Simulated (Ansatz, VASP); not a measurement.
## Two plane-wave programs on CdTe

```
CELL_PARAMETERS angstrom
0.00000 3.24467 3.24467
3.24467 0.00000 3.24467
3.24467 3.24467 0.00000
ATOMIC_POSITIONS crystal
Cd 0.00000 0.00000 0.00000
Te 0.75000 0.75000 0.75000
```

Alike in both runs: functional PBEsol; k mesh 8 × 8 × 8; no spin polarisation.

Ansatz relaxed the structure, and its values are those at the end. VASP's run is a single point on that final structure, the one shown.

|  | VASP | Ansatz |
| --- | --- | --- |
| version | VASP 6.6.1 | Ansatz 0.2.0 |
| potentials or method | VASP PAW PBE potentials, release 64 (Cd, Te) | scalar-relativistic, plane waves, PAW |
| plane-wave cutoff (eV) | 520 | 420 |
| occupations | gaussian, width 0.01 eV | fixed |
| valence electrons in the cell | 18 | 36 |

VASP gave:

| Quantity | Value |
| --- | --- |
| gap on the k mesh at the Fermi level (eV) | 0.65 |
| least direct gap on the mesh (eV) | 0.65 |
| pressure (GPa) | 0.2 |

Task: Which values does Ansatz return?

Result: gap on the k mesh at the Fermi level (eV): 0.65; least direct gap on the mesh (eV): 0.65; pressure (GPa): 0.0.

The two sets of potentials don't hold the same shells in valence.

Caveats: the PAW data sets were made with another functional, which shifts forces and pressure a little (VASP); spin-orbit coupling is left out, which moves the levels of the heavy elements.
